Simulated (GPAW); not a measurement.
Runs of GPAW 26.7.0 on GaN. The structure is hexagonal, space group P6_3mc (No. 186). Conventional cell: a = 3.180 Å, b = 3.180 Å, c = 5.166 Å, α = 90.00°, β = 90.00°, γ = 120.00°. Ga (site symmetry 3m) has 4 N at 1.94 to 1.95 Å as nearest neighbours. Around N (site symmetry 3m) lie 4 Ga at 1.94 to 1.95 Å. 

```csv
cell,target pressure,gap on the mesh (eV),pressure (GPa)
relaxed,-,(a),0.0
relaxed to 2 GPa,2 GPa,1.82,2.0
relaxed to 20 GPa,20 GPa,2.33,20.0
relaxed to 5 GPa,5 GPa,(b),5.0
relaxed to 30 GPa,30 GPa,2.55,29.9
```

Alike in all rows: task relaxation of cell and atoms; level PBEsol; potentials or basis PAW data sets generated in the run's folder for this functional, pw; no spin polarisation; k mesh 7 × 7 × 4; cutoff (eV) 800; smearing fermi-dirac 0.05 eV.

Task: Estimate the missing entries.

Result: (a) 1.75; (b) 1.92.

Caveats: later steps reuse the first step's grids.

A k mesh can miss the band edges, and the runs leave out spin-orbit coupling on Ga.

Runs at the PBE level aren't shown here.
